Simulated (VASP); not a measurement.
# GaN: molecular dynamics with a thermostat

GaN, F-43m (no. 216), 8 atoms in the cell. PBE, molecular dynamics; PAW potentials Ga, N (PBE set).

Ensemble: NVT; Target temperature (K): 1000.

## Input

INCAR:
```
SYSTEM = GaN
ALGO = Normal ; ANDERSEN_PROB = 0.05
EDIFF = 1E-5 ; ENCUT = 400
GGA = PE ; IBRION = 0
ISIF = 2 ; ISMEAR = 0
ISYM = 0 ; KPAR = 2
LASPH = .TRUE. ; LCHARG = .FALSE.
LREAL = Auto ; LWAVE = .FALSE.
MDALGO = 1 ; NELM = 60
NELMIN = 4 ; NSW = 80
POTIM = 1.0 ; PREC = Normal
RANDOM_SEED = 463279 0 0 ; SIGMA = 0.05
TEBEG = 1000 ; TEEND = 1000
```

KPOINTS:
```
k-points
0
Monkhorst-Pack
  2 2 2
```

POSCAR:
```
GaN
1.0
    4.5070012150      0.0000000000      0.0000000000
    0.0000000000      4.5070012150      0.0000000000
    0.0000000000      0.0000000000      4.5070012150
Ga N
4 4
Direct
    0.0000000000      0.0000000000      0.0000000000
    0.0000000000      0.5000000000      0.5000000000
    0.5000000000      0.0000000000      0.5000000000
    0.5000000000      0.5000000000      0.0000000000
    0.2500000000      0.2500000000      0.7500000000
    0.2500000000      0.7500000000      0.2500000000
    0.7500000000      0.2500000000      0.2500000000
    0.7500000000      0.7500000000      0.7500000000
```

Commands:
```
cat potpaw_PBE.64/Ga/POTCAR potpaw_PBE.64/N/POTCAR > POTCAR
mpirun -np 2 vasp_std > vasp.out
```

## Result

- Mean temperature (K): 971
- Rise of the mean potential energy above the start (meV/atom): 92.0
- Electronic steps per ionic step after the first: 4.4

Course of the run:

| Time (fs) | Temperature (K) | Potential energy less the first (meV/atom) |
|---|---|---|
| 1 | 1000 | 0.0 |
| 7 | 734 | 32.8 |
| 13 | 395 | 80.6 |
| 19 | 526 | 78.4 |
| 25 | 1107 | 66.5 |
| 31 | 759 | 146.4 |
| 37 | 593 | 156.8 |
| 44 | 1463 | 62.4 |
| 50 | 1376 | 79.0 |
| 56 | 662 | 151.9 |
| 62 | 755 | 165.3 |
| 68 | 1566 | 91.5 |
| 74 | 1929 | 50.0 |
| 80 | 967 | 86.2 |

REPORT:
```
MDALGO =   1
         ANDERSEN_PROB =  0.05000000
               SCALING =       0
                 CNEXP =     9.000   14.000
           RANDOM_SEED =            463279                0                0

   original number of atomic DOF:         21
   number of independent constraints:      0
   number of active DOF:                  21

========================================
         MD step No.       1
========================================

  Atomic velocities initialized by STEP_tb

  >Energies
                    E_tot             E_pot             E_kin               EPS                ES
   e_b>   -0.47318046E+02   -0.48222872E+02    0.90482593E+00    0.00000000E+00    0.00000000E+00

  >Temperature
               T_sim     T_inst
   tmprt>   1000.000   1000.000

  >Thermostat, num. of collisions:                0

           RANDOM_SEED =            463279              102                0

[... steps left out ...]

========================================
         MD step No.      80
========================================

  >Energies
                    E_tot             E_pot             E_kin               EPS                ES
   e_b>   -0.46657583E+02   -0.47532983E+02    0.87539947E+00    0.00000000E+00    0.00000000E+00

  >Temperature
               T_sim     T_inst
   tmprt>   1000.000    967.479

  >Thermostat, num. of collisions:                0

           RANDOM_SEED =            463279             5000                0
```

OSZICAR:
```
N       E                     dE             d eps       ncg     rms          rms(c)
DAV:   1     0.131682525923E+03    0.13168E+03   -0.13046E+04   168   0.112E+03
DAV:   2    -0.461608934183E+02   -0.17784E+03   -0.16557E+03   233   0.244E+02
DAV:   3    -0.565126257055E+02   -0.10352E+02   -0.10265E+02   203   0.645E+01
DAV:   4    -0.566850130487E+02   -0.17239E+00   -0.17195E+00   219   0.811E+00
DAV:   5    -0.566881016414E+02   -0.30886E-02   -0.30879E-02   198   0.102E+00    0.186E+01
DAV:   6    -0.484194337212E+02    0.82687E+01   -0.38590E+01   188   0.323E+01    0.764E+00
DAV:   7    -0.483330423217E+02    0.86391E-01   -0.13459E+00   168   0.715E+00    0.439E+00
DAV:   8    -0.482254431671E+02    0.10760E+00   -0.95642E-02   208   0.244E+00    0.577E-01
DAV:   9    -0.482220643764E+02    0.33788E-02   -0.11235E-02   196   0.655E-01    0.226E-01
DAV:  10    -0.482230208508E+02   -0.95647E-03   -0.38558E-03   232   0.334E-01    0.915E-02
DAV:  11    -0.482228683867E+02    0.15246E-03   -0.93182E-04   188   0.161E-01    0.197E-02
DAV:  12    -0.482228723589E+02   -0.39722E-05   -0.29158E-05   136   0.379E-02
[... left out ...]
     77 T=  1235. E= -.46583687E+02 F= -.47700730E+02 E0= -.47700730E+02  EK= 0.11170E+01 SP= 0.00E+00 SK= 0.00E+00
     79 T=  1027. E= -.46657814E+02 F= -.47587392E+02 E0= -.47587392E+02  EK= 0.92958E+00 SP= 0.00E+00 SK= 0.00E+00
[... last step whole ...]
       N       E                     dE             d eps       ncg     rms          rms(c)
DAV:   1    -0.475324377176E+02    0.54952E-01   -0.33638E-02   168   0.225E+00    0.823E-02
DAV:   2    -0.475330010336E+02   -0.56332E-03   -0.57018E-03   208   0.502E-01    0.335E-02
DAV:   3    -0.475329908113E+02    0.10222E-04   -0.64008E-05   195   0.582E-02    0.216E-02
DAV:   4    -0.475329826702E+02    0.81411E-05   -0.31859E-05   192   0.423E-02
     80 T=   967. E= -.46657583E+02 F= -.47532983E+02 E0= -.47532983E+02  EK= 0.87540E+00 SP= 0.00E+00 SK= 0.00E+00
```

Limits: 80 fs of 8 atoms are too short for converged averages; the cell is only 4.5 Å across, so each atom moves in step with near copies of itself.

VASP 6.6.1 took 238 s on 2 cores (Intel Xeon Platinum 8259CL @ 2.50GHz (Skylake/Cascade Lake)), a shared host.
